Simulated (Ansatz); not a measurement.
# CdS (Greenockite) (P1) in Ansatz: convergence with wavefunction cutoff

Aim: find how far wavefunction cutoff must go before the results for CdS (Greenockite) settle, at PBEsol. This setting moves, with any that are tied to it; all else stays.

Everything below comes from runs of Ansatz 0.2.0. Logs are shortened: lines on timing, memory, paths and dates and some standing lists are left out, and cuts for length are marked.

## 1. The cell of the first run

The typed cell holds 4 atoms: a = 4.150 Å, b = 4.150 Å, c = 6.737 Å, α = 90.00°, β = 90.00°, γ = 120.00°.

The cell isn't the ideal one: atoms moved at random, drawn with an rms of 0.05 Å.

## 2. With wavefunction cutoff 200 eV

Contents of input.yaml:

```yaml
crystal:
  lattice:
    - [4.15, 0.0, 0.0]
    - [-2.075, 3.5940054257, 0.0]
    - [0.0, 0.0, 6.737]
  atoms:
    - { symbol: Cd, position: [0.652377, 0.33483, 0.49822] }
    - { symbol: Cd, position: [0.332357, 0.663829, 0.002389] }
    - { symbol: S, position: [0.662574, 0.332536, 0.872773] }
    - { symbol: S, position: [0.339389, 0.670491, 0.375114] }
hamiltonian:
  xc: pbesol
  pseudopotentials: { kind: paw }
kpoints:
  mp_grid: { grid: [5, 5, 3] }
scf:
  occupations: { method: fermi_dirac, width: 0.05 }
output:
  forces: true
  stress: true
  eigenvalues: true
basis:
  ecutwfc: "200 eV"
```

Potentials or basis: Ansatz PAW.

Run with:

```sh
ansatz run input.yaml --threads 2 --pin off --max-ram 5632MiB --backend cpu --events-out ev --progress --plain --runs-dir out
```

It took 4.3 s on 2 threads of Intel Xeon at 2.50GHz (Skylake/Cascade Lake), shared host; peak memory 0.31 GiB.

What came out:

| Quantity | Value |
| --- | --- |
| Free energy | -18114.1718 eV |
| Pressure | -2.0 GPa |
| Largest force | 0.356 eV/Å |
| Band gap on the k mesh | 1.11 eV, direct |

## 3. With wavefunction cutoff 250 eV

Edit input.yaml of step 2 so:

```diff
@@ -22,2 +22,2 @@
 basis:
-  ecutwfc: "200 eV"
+  ecutwfc: "250 eV"
```

Potentials or basis: Ansatz PAW.

Run with:

```sh
ansatz run input.yaml --threads 2 --pin off --max-ram 5632MiB --backend cpu --events-out ev --progress --plain --runs-dir out
```

Wall time 5.4 s (2 threads of Intel Xeon at 2.50GHz (Skylake/Cascade Lake), shared host); peak memory 0.33 GiB.

Results:

```yaml
Free_energy: -18137.1537 eV
Pressure: -0.6 GPa
Largest_force: 0.389 eV/Å
Band_gap_on_the_k_mesh: 1.08 eV, direct
```

## 4. With wavefunction cutoff 300 eV

Edit input.yaml of step 3 so:

```diff
@@ -22,2 +22,2 @@
 basis:
-  ecutwfc: "250 eV"
+  ecutwfc: "300 eV"
```

Run with:

```sh
ansatz run input.yaml --threads 2 --pin off --max-ram 5632MiB --backend cpu --events-out ev --progress --plain --runs-dir out
```

It took 6.5 s on 2 threads of Intel Xeon at 2.50GHz (Skylake/Cascade Lake), shared host; peak memory 0.34 GiB.

Results:

```
Free energy            : -18140.1467 eV
Pressure               : -0.8 GPa
Largest force          : 0.390 eV/Å
Band gap on the k mesh : 1.05 eV, direct
```

## 5. With wavefunction cutoff 350 eV

Edit input.yaml of step 4 so:

```diff
@@ -22,2 +22,2 @@
 basis:
-  ecutwfc: "300 eV"
+  ecutwfc: "350 eV"
```

Run with:

```sh
ansatz run input.yaml --threads 2 --pin off --max-ram 5632MiB --backend cpu --events-out ev --progress --plain --runs-dir out
```

It took 7.2 s on 2 threads of Intel Xeon at 2.50GHz (Skylake/Cascade Lake), shared host; peak memory 0.37 GiB.

Results:

* Free energy: -18140.4072 eV
* Pressure: -0.9 GPa
* Largest force: 0.386 eV/Å
* Band gap on the k mesh: 1.05 eV, direct

## 6. With wavefunction cutoff 400 eV

Edit input.yaml of step 5 so:

```diff
@@ -22,2 +22,2 @@
 basis:
-  ecutwfc: "350 eV"
+  ecutwfc: "400 eV"
```

Potentials or basis: Ansatz PAW.

Run with:

```sh
ansatz run input.yaml --threads 2 --pin off --max-ram 5632MiB --backend cpu --events-out ev --progress --plain --runs-dir out
```

It took 9.2 s on 2 threads of Intel Xeon at 2.50GHz (Skylake/Cascade Lake), shared host; peak memory 0.39 GiB.

Results (log left out):

* Free energy: -18140.4166 eV
* Pressure: -0.9 GPa
* Largest force: 0.385 eV/Å
* Band gap on the k mesh: 1.04 eV, direct

## 7. With wavefunction cutoff 450 eV

Edit input.yaml of step 6 so:

```diff
@@ -22,2 +22,2 @@
 basis:
-  ecutwfc: "400 eV"
+  ecutwfc: "450 eV"
```

Run with:

```sh
ansatz run input.yaml --threads 2 --pin off --max-ram 5632MiB --backend cpu --events-out ev --progress --plain --runs-dir out
```

Wall time 10 s (2 threads of Intel Xeon at 2.50GHz (Skylake/Cascade Lake), shared host); peak memory 0.4 GiB.

Results (log left out):

* Free energy: -18140.4190 eV
* Pressure: -0.9 GPa
* Largest force: 0.385 eV/Å
* Band gap on the k mesh: 1.05 eV, direct

## 8. With wavefunction cutoff 500 eV

Edit input.yaml of step 7 so:

```diff
@@ -22,2 +22,2 @@
 basis:
-  ecutwfc: "450 eV"
+  ecutwfc: "500 eV"
```

Run with:

```sh
ansatz run input.yaml --threads 2 --pin off --max-ram 5632MiB --backend cpu --events-out ev --progress --plain --runs-dir out
```

It took 12 s on 2 threads of Intel Xeon at 2.50GHz (Skylake/Cascade Lake), shared host; peak memory 0.43 GiB.

Results (log left out):

```
Free energy            : -18140.4205 eV
Pressure               : -0.9 GPa
Largest force          : 0.385 eV/Å
Band gap on the k mesh : 1.05 eV, direct
```

## 9. With wavefunction cutoff 600 eV

Edit input.yaml of step 8 so:

```diff
@@ -22,2 +22,2 @@
 basis:
-  ecutwfc: "500 eV"
+  ecutwfc: "600 eV"
```

Potentials or basis: Ansatz PAW.

Run with:

```sh
ansatz run input.yaml --threads 2 --pin off --max-ram 5632MiB --backend cpu --events-out ev --progress --plain --runs-dir out
```

It took 14 s on 2 threads of Intel Xeon at 2.50GHz (Skylake/Cascade Lake), shared host; peak memory 0.48 GiB.

The run converged. Its results:

| Quantity | Value |
| --- | --- |
| Free energy | -18140.4213 eV |
| Pressure | -0.9 GPa |
| Largest force | 0.385 eV/Å |
| Band gap on the k mesh | 1.05 eV, direct |

## 10. With wavefunction cutoff 800 eV

Edit input.yaml of step 9 so:

```diff
@@ -22,2 +22,2 @@
 basis:
-  ecutwfc: "600 eV"
+  ecutwfc: "800 eV"
```

Potentials or basis: Ansatz PAW.

Run with:

```sh
ansatz run input.yaml --threads 2 --pin off --max-ram 5632MiB --backend cpu --events-out ev --progress --plain --runs-dir out
```

Log:

```text
Warning: RAYON_NUM_THREADS=2 ignored (pool sized by the plan → 2); use --threads N
Engine: ansatz 0.2.0, x86_64-unknown-linux-gnu
Pseudopotentials: kind: paw
Pseudopotential: Cd, paw, valence charge 20, recommended cutoff 420 eV (normal), Cd.paw.azcp
Pseudopotential: S, paw, valence charge 6, recommended cutoff 420 eV (normal), S.paw.azcp
Functional definition: PBEsol
  exchange = pbesol_x
  correlation = pbesol_c
Crystal: 4 atoms, lattice volume = 100.483 Å³
Basis set: ecut = 800 eV, 5203 PW (Γ), exchange–correlation on 80×80×128 points (8 copies of the dense FFT grid, shifted against one another)
Bands: 32, of which v1, the nominal top of the filled ones, is band 26 counted from 1 (25 counted from 0)
Symmetry: 1 space group operations
Space group: P1 (ITA 1), of the structure as read, at distance tolerance 4.6e-5 Å
k-points: 38 of 75 (time reversal used)
Non-local potential: Cd, projectors of the file, l = 0: 3, l = 1: 2, l = 2: 2, l = 3: 1
Non-local potential: S, projectors of the file, l = 0: 2, l = 1: 2, l = 2: 2
PAW form: soft (Blöchl's): semilocal exchange-correlation on the pseudo side does not see the compensation charge
PAW frozen core: Cd, regenerated for the run's functional, and the local potential with it (the file was generated under x = pbe(κ = 0.804, μ = 0.2195149727645171), c = pbe(β = 0.06672455060314922))
PAW frozen core: S, regenerated for the run's functional, and the local potential with it (the file was generated under x = pbe(κ = 0.804, μ = 0.2195149727645171), c = pbe(β = 0.06672455060314922))
PAW one-centre angular grid: Cd, 590 points (default); XC on 64 Gauss nodes
PAW one-centre angular grid: S, 110 points (default); XC on 64 Gauss nodes
Initial density: superposition of atomic densities (neutral atoms: chi_scale 0, normalization atom), corrected by the library's trained network
Initial wavefunctions: pseudopotential atomic-orbital guess
Functional: x = pbesol(κ = 0.804, μ = 0.12345679012345678), c = pbesol(β = 0.046)
SCF iter   1: F=—  HF=-18140.431602 eV  |F-HF|=—  |Δ(HF+E_count)|=         —  Δρ=5.11e-3  dr2=3.45e-2  ethr=1.77e-3  ⟨swp⟩=6.1  Hψ=4885  notcnv=0
preconditioner: auto → Resta (q_TF=auto, 2.445 Å⁻¹)  ε∞=4.7  [insulator: Δε(μ)=0.979 eV  Ē_g=11.484 eV  σ=0.050 eV  W_gap=1.00  n_scr=22 (ndim 8)  ℏωp=22.2 eV  f_vac=0.131  D(μ)=0.00/eV (n_scr^D=0)  ε∞_Penn≈4.7]
SCF iter   2: F=—  HF=-18140.423136 eV  |F-HF|=—  |Δ(HF+E_count)|=   8.47e-3  Δρ=1.90e-3  dr2=5.91e-3  ethr=6.64e-5  ⟨swp⟩=2.7  Hψ=2239  notcnv=0  defer=17
SCF iter   3: F=—  HF=-18140.421632 eV  |F-HF|=—  |Δ(HF+E_count)|=   1.50e-3  Δρ=4.67e-4  dr2=2.51e-4  ethr=1.14e-5  ⟨swp⟩=2.0  Hψ=1826  notcnv=0  defer=3
automatic band count: iteration 3 solves 31 bands in place of 32: the levels show a gap, and the empty bands left out lie too high to hold charge; the band table lists the bands solved (type scf.n_extra_bands for more)
SCF iter   4: F=—  HF=-18140.421675 eV  |F-HF|=—  |Δ(HF+E_count)|=   4.29e-5  Δρ=2.07e-4  dr2=6.10e-5  ethr=4.82e-7  ⟨swp⟩=2.3  Hψ=1814  notcnv=0  defer=3
SCF iter   5: F=—  HF=-18140.421807 eV  |F-HF|=—  |Δ(HF+E_count)|=   1.32e-4  Δρ=4.78e-5  dr2=3.32e-6  ethr=1.17e-7  ⟨swp⟩=2.7  Hψ=1914  notcnv=0  defer=3
SCF iter   6: F=—  HF=-18140.421814 eV  |F-HF|=—  |Δ(HF+E_count)|=   6.90e-6  Δρ=1.35e-5  dr2=2.70e-7  ethr=6.39e-9  ⟨swp⟩=2.0  Hψ=1840  notcnv=0  defer=3
SCF iter   7: F=-18140.421815 eV  HF=-18140.421814 eV  |F-HF|=3.16e-8  |Δ(HF+E_count)|=   6.32e-7  Δρ=3.19e-6  dr2=1.46e-8  ethr=1.92e-10  ⟨swp⟩=7.9  Hψ=5010  notcnv=0
SCF 1 converged in 7 iterations: F = -18140.421815 eV  dr2 = 1.46e-8
SCF converged after 7 iterations
Free energy (F): -18140.421815 eV
Harris-Foulkes:  -18140.421814 eV  (|F-HF|=3.16e-8)
Internal energy: -18140.421813 eV  (E = F + TS)
E sigma→0 (E₀):  -18140.421814 eV
Entropy (-TS):   -0.000001 eV (-0.000 meV/atom)
Fermi energy:    7.181702 eV
--- Per-component energies (eV) ---
  E_band       = -1025.456235
  E_kinetic    = 1222.247575
  E_local      = -8074.823421  (includes V_loc(G=0)·N_el)
  E_nonlocal   = 130.751027
  E_hartree    = 3700.934396
  E_xc         = -542.180352
  E_vxc        = -615.521092  (∫ρ·V_xc dr)
  E_paw        = -9196.604401  (= ΣΔE_a)
  E_vpaw       = -1089.979663  (= ΣTr[D̂ρ^β])
  E_aug_tail   = 0.000002  (compensation charges beyond the density's cutoff)
  E_ewald      = -5381.554457
  E_core_change = 0.807818  (= ΣΔE_core)
  E_smearing   = -0.000001  (= −TS)
  E_closure    = 0.000000  (closes the sum)
  Σ components = -18140.421815   (vs F -18140.421815, Δ=0.00e0)
--- Forces (eV/Å), atoms counted from 1 ---
  atom   1  Cd     0.36431420    -0.00753410     0.01747225
  atom   2  Cd    -0.06831974     0.03371484    -0.20120608
  atom   3  S      0.08768474    -0.02651639     0.14687031
  atom   4  S     -0.38368279     0.00033408     0.03688728
  max |Σ_I F_I| component: 2.38e-5 eV/Å
--- Stress (GPa, compression-positive) ---
       -1.109813      -0.798744       0.350830
       -0.798744      -1.119500       0.024543
        0.350830       0.024543      -0.369948
  P = ⅓ Tr σ = -0.8664 GPa (-8.664 kbar)
--- Band table (eV; the first three rows and the last of 38) ---
  k-point 0: bands = ["-94.5704", "-94.5267", "-55.6743", "-55.6706", "-55.6699", "-55.6289", "-55.6276", "-55.6265", "-5.6881", "-5.2300", "-1.0759", "-1.0555", "-0.9970", "-0.9252", "-0.9117", "-0.6301", "-0.6204", "-0.5279", "-0.5231", "-0.1957", "2.2081", "5.7869", "5.9205", "6.5828", "6.6237", "6.6400", "7.6852", "9.3095", "12.9352", "13.0364", "13.3085"]
  k-point 1: bands = ["-94.5704", "-94.5267", "-55.6743", "-55.6706", "-55.6699", "-55.6289", "-55.6276", "-55.6265", "-5.5831", "-5.3294", "-1.0607", "-1.0036", "-0.9648", "-0.9439", "-0.9304", "-0.6121", "-0.6025", "-0.5938", "-0.5404", "-0.5388", "3.2214", "5.0802", "5.9774", "6.0909", "6.4088", "6.4521", "8.9431", "9.4161", "12.6410", "13.0473", "13.1811"]
  k-point 2: bands = ["-94.5704", "-94.5267", "-55.6744", "-55.6707", "-55.6699", "-55.6289", "-55.6277", "-55.6265", "-5.5569", "-5.1745", "-1.0251", "-0.9867", "-0.9304", "-0.8539", "-0.8465", "-0.6525", "-0.6190", "-0.5702", "-0.5136", "-0.1081", "2.4621", "4.5877", "5.1050", "5.4416", "6.2798", "6.3854", "9.1257", "10.3679", "12.1155", "13.1355", "13.4494"]
  k-point 37: bands = ["-94.5704", "-94.5267", "-55.6746", "-55.6708", "-55.6699", "-55.6290", "-55.6277", "-55.6267", "-5.3218", "-5.1514", "-0.9418", "-0.9264", "-0.8383", "-0.8080", "-0.7024", "-0.6755", "-0.5759", "-0.5548", "-0.4284", "-0.2040", "2.8733", "3.4606", "4.7445", "4.7883", "5.3861", "5.7688", "10.3406", "11.1625", "12.0274", "12.2007", "13.2644"]
```

It took 19 s on 2 threads of Intel Xeon at 2.50GHz (Skylake/Cascade Lake), shared host; peak memory 0.59 GiB.

What came out:

```yaml
Free_energy: -18140.4218 eV
Pressure: -0.9 GPa
Largest_force: 0.385 eV/Å
Band_gap_on_the_k_mesh: 1.05 eV, direct
```

## 11. The series at a glance

| wavefunction cutoff | energy less the tightest run, at zero smearing (meV/atom) | pressure (GPa) | largest force (eV/Å) | gap on the mesh (eV) | SCF cycles | CPU time (s) | peak memory (GiB) |
| --- | --- | --- | --- | --- | --- | --- | --- |
| 200 eV | 6562.52 | -2.03 | 0.356 | 1.113 | 8 | 7.2 | 0.31 |
| 250 eV | 817.03 | -0.57 | 0.389 | 1.078 | 7 | 8.6 | 0.33 |
| 300 eV | 68.77 | -0.80 | 0.390 | 1.051 | 7 | 10 | 0.34 |
| 350 eV | 3.66 | -0.86 | 0.386 | 1.046 | 7 | 13 | 0.37 |
| 400 eV | 1.31 | -0.86 | 0.385 | 1.045 | 7 | 16 | 0.39 |
| 450 eV | 0.70 | -0.87 | 0.385 | 1.045 | 7 | 17 | 0.4 |
| 500 eV | 0.33 | -0.87 | 0.385 | 1.045 | 7 | 21 | 0.43 |
| 600 eV | 0.13 | -0.87 | 0.385 | 1.045 | 7 | 24 | 0.48 |
| 800 eV | 0.00 | -0.87 | 0.385 | 1.045 | 7 | 35 | 0.59 |

Against the tightest run, the energy stays within 1 meV/atom from 450 eV on; the pressure stays within 0.1 GPa from 300 eV on; the largest force stays within 0.005 eV/Å from 250 eV on; the gap on the mesh stays within 0.01 eV from 300 eV on. The tightest run that finished is the yardstick and may itself not be fully converged.

Caveats: odd divisions of the mesh miss points on the zone boundary, where band edges often lie, so the gap on the mesh can be too wide; the PAW data sets come from PBE, with cores solved anew for the run's functional, which leaves a small shift of forces and pressure.
